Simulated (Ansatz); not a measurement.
SnO: how the energy converges with the cutoff

SnO, Cmc2_1, a = 5.000 Å, b = 5.720 Å, c = 11.120 Å. This isn't the usual stable structure of the compound. Ansatz: PBE, PAW, cutoff varied, Γ-centred 10×10×4 mesh on 8 atoms, Gaussian smearing 0.10 eV; no spin polarisation. Single points at one geometry, the cutoff alone changed; ΔE is the energy at zero smearing over the run at 850 eV (runs within 0.3 meV/atom of it are left out). The runs up to 380 eV lie under the cutoff recommended for these PAW datasets.

| cutoff (eV) | ΔE (meV/atom) |
| --- | --- |
| 150 | 29980.13 |
| 200 | 5676.48 |
| 250 | 1145.10 |
| 300 | 241.85 |
| 350 | 49.15 |
| 380 | 18.28 |
| 420 | 4.62 |
| 460 | 1.40 |
| 520 | ? |
| 600 | 0.43 |

Question: Assume ΔE falls exponentially with the cutoff, fit y = ln ΔE against x, the cutoff in eV, to the other rows, and predict the missing value.

Answer: y = 10.308, 8.644, 7.043, 5.488, 3.895, 2.906, 1.530, 0.336, -0.844. Means x = 345.6, y = 4.3673; Σ(Δx)² = 155222, ΣΔxΔy = -4142; the slope is their ratio. y = 13.59 − 0.02668 x, a factor of ten per 86 eV. At 520 eV this gives ΔE = 0.75 meV/atom. The run gave 0.77, a ratio of 0.97. Between neighbouring rows the decay runs from a factor of ten per 67 eV to one per 316 eV, so one exponential is only a rough guide. The fast fall gives way to a slow tail, so a fit to low cutoffs promises convergence too early.